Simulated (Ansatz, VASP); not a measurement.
**Ir: VASP beside Ansatz**

```xyz
1
Lattice="0.0000 1.9250 1.9250 1.9250 0.0000 1.9250 1.9250 1.9250 0.0000" Properties=species:S:1:pos:R:3 pbc="T T T"
Ir    0.0000    0.0000    0.0000
```

Alike in both runs: functional r2SCAN; k mesh 8 × 8 × 8; no spin polarisation.

Ansatz relaxed the structure, and its values are those at the end. VASP's run is a single point on that final structure, the one shown.

|  | VASP | Ansatz |
| --- | --- | --- |
| version | VASP 6.6.1 | Ansatz 0.2.0 |
| potentials or method | VASP PAW PBE potentials, release 64 (Ir) | PAW plane waves |
| plane-wave cutoff (eV) | 520 | 500 |
| occupations | fermi-dirac, width 0.1 eV | fermi-dirac |
| valence electrons in the cell | 9 | 17 |

|  | VASP | Ansatz | Ansatz less VASP |
| --- | --- | --- | --- |
| gap on the k mesh at the Fermi level (eV) | none | none | - |
| pressure (GPa) | 2.4 | 0.0 | -2.42 |

A gap of «none» marks a metal or a gap that the smearing closes. The two sets of potentials don't hold the same shells in valence.

Caveats: the PAW data sets were made with another functional, which shifts forces and pressure a little (VASP). The runs have no spin-orbit coupling, so splittings on Ir are missing.
